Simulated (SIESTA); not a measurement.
## Sc in SIESTA: the effect of strain zz

The system is Sc.

```
CELL_PARAMETERS angstrom
3.30900 0.00000 0.00000
-1.65450 2.86568 0.00000
0.00000 0.00000 5.06237
ATOMIC_POSITIONS crystal
Sc 0.66667 0.33333 0.75000
Sc 0.33333 0.66667 0.25000
```

The cell isn't the ideal one: cell strained along z.

Alike in all runs:

```yaml
Program: SIESTA 5.4.2
Task: band structure
Functional: PBEsol
Potentials_or_basis: PseudoDojo 0.4 standard (PBEsol files)
Basis: DZP (energy shift 0.003 Ry; two zetas on semicore shells)
Grid_cutoff: 800 Ry
Energy_shift: 0.003 Ry
k_mesh: 9 × 9 × 5
Occupations: fermi-dirac, width 0.05 eV
Spin: no spin polarisation
```

One run gave: pressure -0.9 GPa. Which strain zz did it use?
A. -0.02
B. 0.02
C. -0.04
D. 0
E. 0.04

C.

```tsv
strain zz	pressure (GPa)
-0.04	-0.9
-0.02	-2.0
0	-2.9
0.02	-3.8
0.04	-4.5
```

Caveats: the basis of atomic orbitals isn't converged, which shifts pressures, moduli and gaps.
